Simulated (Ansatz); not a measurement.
# Be (P6_3/mmc) in Ansatz: reference runs

How does Be come out in PBEsol? The cell is run as given and disturbed.

Program: Ansatz 0.2.0. These are calculated values, not measurements. Logs are shortened: lines on timing, memory, paths and dates and some standing lists are left out, and cuts for length are marked.

**1. The crystal as given**

Symmetry: P6_3/mmc, No. 194, hexagonal system. Conventional cell: a = 2.285 Å, b = 2.285 Å, c = 3.584 Å, α = 90.00°, β = 90.00°, γ = 120.00°. Be (site symmetry -6m2) has 12 Be at 2.23 to 2.29 Å as nearest neighbours.

**2. Single point, PBEsol**

Input file input.yaml:

```yaml
crystal:
  lattice:
    - [2.2853, 0.0, 0.0]
    - [-1.14265, 1.9791278553, 0.0]
    - [0.0, 0.0, 3.5842]
  atoms:
    - { symbol: Be, position: [0.6666666667, 0.3333333333, 0.75] }
    - { symbol: Be, position: [0.3333333333, 0.6666666667, 0.25] }
kpoints:
  mp_grid: { grid: [13, 13, 8] }
scf:
  occupations: { method: fermi_dirac, width: 0.05 }
hamiltonian:
  xc: pbesol
  pseudopotentials: { kind: all_electron, lapw: { basis_error: 0.001 } }
output:
  forces: true
  stress: true
  eigenvalues: true
  populations: true
```

Potentials or basis: all-electron LAPW, scalar-relativistic.

Command:

```
ansatz run input.yaml --threads 1 --pin off --max-ram 3072MiB --backend cpu --events-out ev --progress --plain --runs-dir out
```

Output:

```text
Warning: RAYON_NUM_THREADS=1 ignored (pool sized by the plan → 1); use --threads N
Be: projections on atomic orbitals take those of the free atom 1s2 2s2, of charge +0.00 (hamiltonian.pseudopotentials.projection_atoms)
LAPW: plane waves up to 6.068 Å⁻¹, error target 1.0e-3 eV per atom; small_component_spin mean_spin; Be in spheres of 1.113 Å, 4 of its electrons in bands, Dirac shells [] (how accurate: hamiltonian.pseudopotentials.lapw.basis_error, Limitations)
Engine: ansatz 0.2.0, x86_64-unknown-linux-gnu
Pseudopotentials: kind: all_electron
Pseudopotential: Be, LAPW, valence charge 4, lapw/all_electron/scalar/gaussian/Be, Koelling and Harmon's equation, gaussian nucleus
Functional definition: PBEsol
  exchange = pbesol_x
  correlation = pbesol_c
Crystal: 2 atoms, lattice volume = 16.211 Å³
Basis set: ecut = 140.29253117941454 eV, 55 PW (Γ), exchange–correlation at level 2
Bands: 8, of which v1, the nominal top of the filled ones, is band 4 counted from 1 (3 counted from 0)
Symmetry: 24 space group operations
Space group: P63/mmc (ITA 194), of the structure as read, at distance tolerance 2.5e-5 Å
k-points: 105 of 1352
Non-local potential: Be, projectors of the file, none
Initial density: superposition of atomic densities (chi_scale 0.1, normalization cell)
Initial wavefunctions: plane waves of lowest kinetic energy (no species holds an atomic orbital)
Functional: x = pbesol(κ = 0.804, μ = 0.12345679012345678), c = pbesol(β = 0.046)
iter 1 solved again at ethr=2.89e-4 eV; its pass at ethr=1.00e-1 eV (dr2=2.31e-2 eV) is discarded
SCF iter   1: F=—  HF=-799.013349 eV  |F-HF|=—  |Δ(HF+E_count)|=         —  Δρ=1.33e-2  dr2=2.32e-2  ethr=2.89e-4  ⟨swp⟩=2.9  Hψ=7538  notcnv=0
preconditioner: auto → none  [insulator: Δε(μ)=0.141 eV  Ē_g=12.669 eV  σ=0.050 eV  W_gap=0.61  n_scr=2 (ndim 8)  ℏωp=18.4 eV  f_vac=0.000  D(μ)=0.12/eV (n_scr^D=0)  ε∞_Penn≈3.1]
SCF iter   2: F=—  HF=-799.000055 eV  |F-HF|=—  |Δ(HF+E_count)|=   1.33e-2  Δρ=6.09e-3  dr2=4.85e-3  ethr=2.89e-4  ⟨swp⟩=2.0  Hψ=2081  notcnv=0
iter 3 solved again at ethr=1.66e-8 eV; its pass at ethr=6.06e-5 eV (dr2=1.33e-6 eV) is discarded
SCF iter   3: F=—  HF=-798.997322 eV  |F-HF|=—  |Δ(HF+E_count)|=   2.73e-3  Δρ=1.22e-4  dr2=1.26e-6  ethr=1.66e-8  ⟨swp⟩=3.2  Hψ=4105  notcnv=0
SCF iter   4: F=-798.997325 eV  HF=-798.997325 eV  |F-HF|=5.76e-8  |Δ(HF+E_count)|=   3.10e-6  Δρ=1.61e-5  dr2=1.95e-8  ethr=1.57e-8  ⟨swp⟩=2.0  Hψ=2079  notcnv=0
SCF 1 converged in 4 iterations: F = -798.997325 eV  dr2 = 1.95e-8
SCF converged after 4 iterations
Free energy (F): -798.997325 eV
Harris-Foulkes:  -798.997325 eV  (|F-HF|=5.76e-8)
Internal energy: -798.996245 eV  (E = F + TS)
E sigma→0 (E₀):  -798.996785 eV
Entropy (-TS):   -0.001080 eV (-0.540 meV/atom)
Fermi energy:    8.201699 eV
--- Per-component energies (eV) ---
  E_band       = -350.004495
  E_kinetic    = 792.192502
  E_xc         = -153.292495
  E_electrostatic = -1437.896252  (all electrons and nuclei)
  E_smearing   = -0.001080  (= −TS)
  E_closure    = 0.000000  (closes the sum)
  E_atoms      = -791.044702  (free atoms, spherical and without spin; not in F)
  Σ components = -798.997325   (vs F -798.997325, Δ=0.00e0)
  Basis errors (estimates in eV, not in F): energy 9.5e-4 per atom: plane waves 9.3e-4 (6.9e-4 summed), levels above the bands 4.1e-92, relativity 2.5e-9, radial functions 2.6e-5, core shells 0.0e0; eigenvalues (radial functions only) 3.1e-5; not estimated: angular momenta, meshes, grids; target (lapw.basis_error) 1.0e-3; muffin-tin radii Be 1.113 Å
--- Forces (eV/Å), atoms counted from 1 ---
  atom   1  Be     0.00000000     0.00000000     0.00000000
  atom   2  Be     0.00000000    -0.00000000     0.00000000
  max |Σ_I F_I| component: 5.55e-17 eV/Å
--- Stress (GPa, compression-positive) ---
       -3.635064      -0.000000       0.000000
       -0.000000      -3.635064       0.000000
        0.000000       0.000000      -4.518313
  P = ⅓ Tr σ = -3.9295 GPa (-39.295 kbar)
--- Band table (eV; the first three rows and the last of 105) ---
  k-point 0: bands = ["-90.8962", "-90.8695", "-2.8397", "4.0302", "9.4661", "23.9648", "23.9648", "26.7837"]
  k-point 1: bands = ["-90.8952", "-90.8706", "-2.7053", "3.2867", "10.5207", "24.0859", "24.0859", "26.7386"]
  k-point 2: bands = ["-90.8923", "-90.8735", "-2.3021", "1.8799", "12.8545", "24.4368", "24.4368", "25.5172"]
  k-point 104: bands = ["-90.8686", "-90.8686", "6.7200", "6.7200", "9.2234", "9.2234", "14.5991", "14.5991"]
--- Löwdin populations: 2 sites ---
  site symbol       q [e]
     0     Be      3.2524
     1     Be      3.2524
  spilling = 0.186894 (of n_electrons = 8.000000)
```

Run time: 0.94 s. Hardware: 1 thread of AMD EPYC 9R45 (Zen 5), shared host; peak memory 0.24 GiB.

What came out:

```yaml
Free_energy: -798.9973 eV
Pressure: -3.9 GPa
Band_gap_on_the_k_mesh: none (metal or under the smearing width)
```

Stress tensor (GPa, compression positive):
```
-3.64  0.00  0.00
 0.00 -3.64  0.00
 0.00  0.00 -4.52
```

**3. Single point, PBEsol (atoms moved at random, drawn with an rms of 0.05 Å)**

input.yaml: that of step 2 with these lines changed.

```diff
@@ -6,4 +6,4 @@
   atoms:
-    - { symbol: Be, position: [0.6666666667, 0.3333333333, 0.75] }
-    - { symbol: Be, position: [0.3333333333, 0.6666666667, 0.25] }
+    - { symbol: Be, position: [0.688238, 0.338444, 0.750179] }
+    - { symbol: Be, position: [0.317394, 0.656756, 0.258544] }
 kpoints:
```

Potentials or basis: all-electron LAPW, scalar-relativistic.

Command:

```
ansatz run input.yaml --threads 1 --pin off --max-ram 3072MiB --backend cpu --events-out ev --progress --plain --runs-dir out
```

It took 5.6 s on 1 thread of AMD EPYC 9R45 (Zen 5), shared host; peak memory 0.41 GiB.

Results (log left out):

* Free energy: -798.9838 eV
* Pressure: -3.7 GPa
* Largest force: 0.361 eV/Å
* Band gap on the k mesh: none (metal or under the smearing width)

Forces in eV/Å, atoms in the order of the input:
```
Be  -0.256 -0.118  0.226
Be   0.256  0.118 -0.226
```

Stress tensor (GPa, compression positive):
```
-2.97  1.42 -0.28
 1.42 -4.22 -0.13
-0.28 -0.13 -4.02
```

Levels at points of the mesh, in eV from the Fermi level:
```csv
k point,band 3,band 4,band 5,band 6,band 7,band 8
"(0.00, 0.00, 0.00)",-11.03,-4.16,1.27,15.56,16.02,18.22
"(0.00, 0.00, -0.50)",-8.94,-8.82,10.53,11.05,17.25,17.37
```
